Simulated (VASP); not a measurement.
# AlN (P6_3mc) in VASP: band structure with PBE

Aim: the band structure of AlN with PBE.

Program: VASP 6.6.1. These are calculated values, not measurements. Logs are shortened: lines on timing, memory, paths and dates and some standing lists are left out, and cuts for length are marked.

**The experiment to reproduce.**

“Structural and optical properties of self-assembled AlN nanowires grown on SiO2/Si substrates by molecular beam epitaxy”, 2024, arxiv:2402.00216 quotes, for a bulk crystal of AlN at 0 K: band gap 6.0343 eV (an exciton energy, a little under the gap).

How close the calculation comes is told below.

**1. The crystal as given**

Symmetry: P6_3mc, No. 186, hexagonal system. Conventional cell: a = 3.128 Å, b = 3.128 Å, c = 5.014 Å, α = 90.00°, β = 90.00°, γ = 120.00°. Al (site symmetry 3m) has 4 N at 1.90 to 1.91 Å as nearest neighbours. N (site symmetry 3m) is surrounded by 4 Al at 1.90 to 1.91 Å.

**2. Band structure, PBE**

POSCAR reads:

```
AlN                                     
1.0
    3.1277167838      0.0000000000      0.0000000000
   -1.5638583919      2.7086821886      0.0000000000
    0.0000000000      0.0000000000      5.0142576344
  Al              N             
     2     2
Direct
     0.3333333300000021    0.6666666699999979    0.9992324204323539
     0.6666666699999979    0.3333333300000021    0.4992324204323540
     0.3333333300000021    0.6666666699999979    0.3807675795676486
     0.6666666699999979    0.3333333300000021    0.8807675795676486
```

INCAR.step1 reads:

```
ALGO     = Normal         # electronic algorithm
EDIFF    = 1E-7           # SCF threshold, eV
ENCUT    = 900            # plane-wave cutoff, eV
GGA      = PE             # functional
ISIF     = 2              # what is computed and relaxed
ISMEAR   = 0              # smearing method
LASPH    = True           # aspherical terms in the spheres
LCHARG   = True           # write CHGCAR
LREAL    = False          # projectors in reciprocal space
LWAVE    = False          # write WAVECAR
NBANDS   = 16             # bands
NELM     = 80             # most SCF steps
PREC     = Accurate       # precision mode
SIGMA    = 0.02           # smearing width, eV
```

KPOINTS.step1 reads:

```
k-points
0
Gamma
  12 12 6
```

INCAR.step2 reads:

```
ALGO     = Normal         # electronic algorithm
EDIFF    = 1E-7           # SCF threshold, eV
ENCUT    = 900            # plane-wave cutoff, eV
GGA      = PE             # functional
ICHARG   = 11             # starting density
ISIF     = 2              # what is computed and relaxed
ISMEAR   = 0              # smearing method
LASPH    = True           # aspherical terms in the spheres
LCHARG   = False          # write CHGCAR
LREAL    = False          # projectors in reciprocal space
LWAVE    = False          # write WAVECAR
NBANDS   = 16             # bands
NELM     = 80             # most SCF steps
PREC     = Accurate       # precision mode
SIGMA    = 0.05           # smearing width, eV
```

KPOINTS.step2 reads:

```
path GMKGALHA,LM,KH
15
line-mode
reciprocal
 0.0000000000  0.0000000000  0.0000000000  G
 0.5000000000  0.0000000000  0.0000000000  M

 0.5000000000  0.0000000000  0.0000000000  M
 0.3333333333  0.3333333333  0.0000000000  K

 0.3333333333  0.3333333333  0.0000000000  K
 0.0000000000  0.0000000000  0.0000000000  G

 0.0000000000  0.0000000000  0.0000000000  G
 0.0000000000  0.0000000000  0.5000000000  A

 0.0000000000  0.0000000000  0.5000000000  A
 0.5000000000  0.0000000000  0.5000000000  L

 0.5000000000  0.0000000000  0.5000000000  L
 0.3333333333  0.3333333333  0.5000000000  H

 0.3333333333  0.3333333333  0.5000000000  H
 0.0000000000  0.0000000000  0.5000000000  A

 0.5000000000  0.0000000000  0.5000000000  L
 0.5000000000  0.0000000000  0.0000000000  M

 0.3333333333  0.3333333333  0.0000000000  K
 0.3333333333  0.3333333333  0.5000000000  H
```

Potentials or basis: VASP PAW PBE potentials, release 64 (Al, N_h).

Command:

```console
> cat potpaw_PBE.64/Al/POTCAR potpaw_PBE.64/N_h/POTCAR > POTCAR
> cp INCAR.step1 INCAR
> cp KPOINTS.step1 KPOINTS
> mpirun -np 1 vasp_std > vasp.out
> cp INCAR.step2 INCAR
> cp KPOINTS.step2 KPOINTS
> mpirun -np 1 vasp_std > vasp.out
```

OUTCAR:

```text
EDIFF = 1E-7
   ENCUT = 900
   GGA = PE
   ICHARG = 11
   ISIF = 2
   ISMEAR = 0
   LASPH = True
   LREAL = False
   NELM = 80
   PREC = Accurate

 ion  position               nearest neighbor table
   1  0.333  0.667  0.999-   4 1.90   4 1.90   4 1.90   3 1.91   2 3.09   2 3.09   2 3.09   2 3.09
                             2 3.09   2 3.09
   2  0.667  0.333  0.499-   3 1.90   3 1.90   3 1.90   4 1.91   1 3.09   1 3.09   1 3.09   1 3.09
                             1 3.09   1 3.09
   3  0.333  0.667  0.381-   2 1.90   2 1.90   2 1.90   1 1.91
   4  0.667  0.333  0.881-   1 1.90   1 1.90   1 1.90   2 1.91

  LATTYP: Found a hexagonal cell.
 ALAT       =     3.1277167838
 C/A-ratio  =     1.6031686949

  Lattice vectors:

 A1 = (   3.1277167838,   0.0000000000,   0.0000000000)
 A2 = (  -1.5638583919,   2.7086821886,   0.0000000000)
 A3 = (   0.0000000000,   0.0000000000,   5.0142576344)

Analysis of symmetry for initial positions (statically):
=====================================================================
 Subroutine PRICEL returns:
 Original cell was already a primitive cell.

 Routine SETGRP: Setting up the symmetry group for a
 hexagonal supercell.

 Subroutine GETGRP returns: Found 12 space group operations
 (whereof  6 operations were pure point group operations)
 out of a pool of 24 trial point group operations.

The static configuration has the point symmetry C_3v.
 The point group associated with its full space group is C_6v.

Analysis of symmetry for dynamics (positions and initial velocities):
=====================================================================
 Subroutine PRICEL returns:
 Original cell was already a primitive cell.

 Routine SETGRP: Setting up the symmetry group for a
 hexagonal supercell.

 Subroutine GETGRP returns: Found 12 space group operations
 (whereof  6 operations were pure point group operations)
 out of a pool of 24 trial point group operations.

The dynamic configuration has the point symmetry C_3v.
 The point group associated with its full space group is C_6v.

 Subroutine INISYM returns: Found 12 space group operations
 (whereof  6 operations are pure point group operations),
 and found     1 'primitive' translations

[... 91 lines left out ...]
   EDIFF  = 0.1E-06   stopping-criterion for ELM
   LREAL  =      F    real-space projection
   EDIFFG = 0.1E-05   stopping-criterion for IOM
   NSW    =      0    number of steps for IOM
   IBRION =     -1    ionic relax: 0-MD 1-quasi-New 2-CG
   NFREE  =      0    steps in history (QN), initial steepest desc. (CG)
   ISIF   =      2    stress and relaxation
   ISYM   =      2    0-nonsym 1-usesym 2-fastsym
   POTIM  = 0.5000    time-step for ionic-motion
   TEBEG  =    0.0;   TEEND  =   0.0 temperature during run
   PSTRESS=    0.0 pullay stress
   NELECT =      16.0000    total number of electrons
   NUPDOWN=      -1.0000    fix difference up-down
   EMIN   =  10.00;   EMAX   =-10.00  energy-range for DOS
   EFERMI =   0.00;   METHOD = LEGACY
   ISMEAR =     0;   SIGMA  =   0.05  broadening in eV -4-tet -1-fermi 0-gaus
   EFERMI_NEDOS =   21; number of points for ismear=-14 and -15
   IALGO  =     38    algorithm
   IMIX   =      4    mixing-type and parameters
     AMIX     =   0.40;   BMIX     =  1.00
     AMIX_MAG =   1.60;   BMIX_MAG =  1.00
  volume/ion in A,a.u.               =      10.62        71.67
  Fermi-wavevector in a.u.,A,eV,Ry     =   1.182272  2.234170 19.017780  1.397767
  Thomas-Fermi vector in A             =   2.318529
   LORBIT       =      0    0 simple, 1 ext, 2 COOP (PROOUT), +10 PAW based schemes
   GGA     = PE    functional components
   LHFCALC =     F    Hartree Fock is set to
   AEXX    =    0.0000 exact exchange contribution
   IVDW    =     0    specifies the selected vdW correction
   LEPSILON=     F    determine dielectric tensor
   LRPA    =     F    only Hartree local field effects (RPA)
 non-spin polarized calculation
 Gauss-broadening in eV      SIGMA  =   0.05
  energy-cutoff  :      900.00
  volume of cell :       42.48
 maximum number of plane-waves:      2637
 NGX is ok and might be reduce to    32

 number of electron      16.0000000 magnetization

 Free energy of the ion-electron system (eV)
  ---------------------------------------------------
  ext. energy  EPLUGINS =         0.00000000
  ---------------------------------------------------
  free energy    TOTEN  =       -29.08170492 eV

  energy without entropy =      -29.08170492  energy(sigma->0) =      -29.08170492

 E-fermi :   6.5712     XC(G=0): -10.8522

 val. band max:        6.3066544528   @ k =   0.0000   0.0000   0.0000
 cond. band min:      10.3720935446   @ k =   0.0000   0.0000   0.0000
 fundamental gap:      4.0654390917
 Fermi energy:         6.5711881505

 k-point     1 :       0.0000    0.0000    0.0000
  band No.  band energies     occupation
      1      -8.7761      2.00000
      2      -6.6864      2.00000
      3       0.3890      2.00000
      4       5.4606      2.00000
      5       5.4606      2.00000
      6       6.1038      2.00000
[... 433 lines left out ...]
      3       1.2520      2.00000
      4       2.4291      2.00000
      5       3.1458      2.00000
      6       3.3345      2.00000
[... 8 lines left out ...]
     15      19.1351      0.00000
     16      20.6924      0.00000

 [... further k-points ...]

------------------------ aborting loop because EDIFF is reached ----------------------------------------

  FORCE on cell =-STRESS in cart. coord.  units (eV):
  Direction    XX          YY          ZZ          XY          YZ          ZX
  --------------------------------------------------------------------------------------
  -------------------------------------------------------------------------------------
  Total        1.5760527      1.5760527      1.0952941      0.0000000      0.0000000      0.0000000
  in kB       59.4414246     59.4414246     41.3094303      0.0000000      0.0000000      0.0000000
  external PRESSURE =      53.3974265 kB  Pullay stress =       0.0000000 kB

 VOLUME and BASIS-vectors are now :
 -----------------------------------------------------------------------------
  energy-cutoff  :      900.00
  volume of cell :       42.48
      direct lattice vectors                 reciprocal lattice vectors
     3.127716784  0.000000000  0.000000000     0.319722043  0.184591608  0.000000000
    -1.563858392  2.708682189  0.000000000     0.000000000  0.369183215  0.000000000
     0.000000000  0.000000000  5.014257634     0.000000000  0.000000000  0.199431316

 POSITION                                       TOTAL-FORCE (eV/Angst)
 -----------------------------------------------------------------------------------
     -0.00000      1.80579      5.01041         0.000000      0.000000     -0.170077
      1.56386      0.90289      2.50328        -0.000000      0.000000     -0.170077
     -0.00000      1.80579      1.90927        -0.000000     -0.000000      0.170077
      1.56386      0.90289      4.41640         0.000000      0.000000      0.170077
 -----------------------------------------------------------------------------------
    total drift:                               -0.000013      0.000007     -0.005481

  FREE ENERGIE OF THE ION-ELECTRON SYSTEM (eV)
  ---------------------------------------------------
  free  energy   TOTEN  =       -29.0817049249 eV

  energy  without entropy=      -29.0817049249  energy(sigma->0) =      -29.08170492
```

Wall time 1.9 min (1 thread of AMD EPYC 9R45 (Zen 5), shared host); peak memory 0.28 GiB.

What came out:

```
Band gap on the k mesh  : 4.07 eV, direct
Band gap along the path : 4.07 eV, direct
```

Levels at the corners of the path, in eV from the valence-band top:
| point | band 4 | band 5 | band 6 | band 7 | band 8 | band 9 | band 10 | band 11 | band 12 | band 13 |
| --- | --- | --- | --- | --- | --- | --- | --- | --- | --- | --- |
| Γ | -0.85 | -0.85 | -0.20 | -0.20 | 0.00 | 4.07 | 6.53 | 10.48 | 11.04 | 11.04 |
| M | -4.13 | -3.30 | -2.06 | -1.75 | -0.68 | 5.77 | 5.77 | 8.04 | 10.16 | 10.82 |
| M | -4.13 | -3.30 | -2.06 | -1.75 | -0.68 | 5.77 | 5.77 | 8.04 | 10.16 | 10.82 |
| K | -3.76 | -3.76 | -2.42 | -2.35 | -2.35 | 5.05 | 8.29 | 9.57 | 9.57 | 11.33 |
| K | -3.76 | -3.76 | -2.42 | -2.35 | -2.35 | 5.05 | 8.29 | 9.57 | 9.57 | 11.33 |
| Γ | -0.85 | -0.85 | -0.20 | -0.20 | 0.00 | 4.07 | 6.53 | 10.48 | 11.04 | 11.04 |
| Γ | -0.85 | -0.85 | -0.20 | -0.20 | 0.00 | 4.07 | 6.53 | 10.48 | 11.04 | 11.04 |
| A | -3.30 | -0.53 | -0.53 | -0.53 | -0.53 | 6.33 | 6.33 | 10.19 | 10.19 | 11.36 |
| A | -3.30 | -0.53 | -0.53 | -0.53 | -0.53 | 6.33 | 6.33 | 10.19 | 10.19 | 11.36 |
| L | -5.53 | -1.44 | -1.44 | -1.35 | -1.35 | 5.25 | 5.25 | 9.16 | 9.16 | 11.62 |
| L | -5.53 | -1.44 | -1.44 | -1.35 | -1.35 | 5.25 | 5.25 | 9.16 | 9.16 | 11.62 |
| H | -4.79 | -3.80 | -3.80 | -0.79 | -0.79 | 7.37 | 7.37 | 7.72 | 7.72 | 11.72 |
| H | -4.79 | -3.80 | -3.80 | -0.79 | -0.79 | 7.37 | 7.37 | 7.72 | 7.72 | 11.72 |
| A | -3.30 | -0.53 | -0.53 | -0.53 | -0.53 | 6.33 | 6.33 | 10.19 | 10.19 | 11.36 |
| L | -5.53 | -1.44 | -1.44 | -1.35 | -1.35 | 5.25 | 5.25 | 9.16 | 9.16 | 11.62 |
| M | -4.13 | -3.30 | -2.06 | -1.75 | -0.68 | 5.77 | 5.77 | 8.04 | 10.16 | 10.82 |
| K | -3.76 | -3.76 | -2.42 | -2.35 | -2.35 | 5.05 | 8.29 | 9.57 | 9.57 | 11.33 |
| H | -4.79 | -3.80 | -3.80 | -0.79 | -0.79 | 7.37 | 7.37 | 7.72 | 7.72 | 11.72 |

Caveat: the cutoff is under 1.25 times the usual one of these potentials, so pressure, stress and relaxed cells hold a basis-set (Pulay) error; the log is that of the step along the path at fixed density, whose energy, stress, charges and moments have no meaning.

**3. Comparison with measurements**

Step 2. Against the measured gap of AlN, 6.0343 eV (an exciton energy, a little under the gap; 0 K; quoted in “Structural and optical properties of self-assembled AlN nanowires grown on SiO2/Si substrates by molecular beam epitaxy”, 2024, arxiv:2402.00216), the calculated 4.07 eV is off by -1.97 eV. 2 values of this kind are on record (6.034 to 6.0343 eV); this one was drawn at random. The value is that of PBE, without temperature or zero-point motion. Semilocal functionals fall short of measured gaps as a rule.
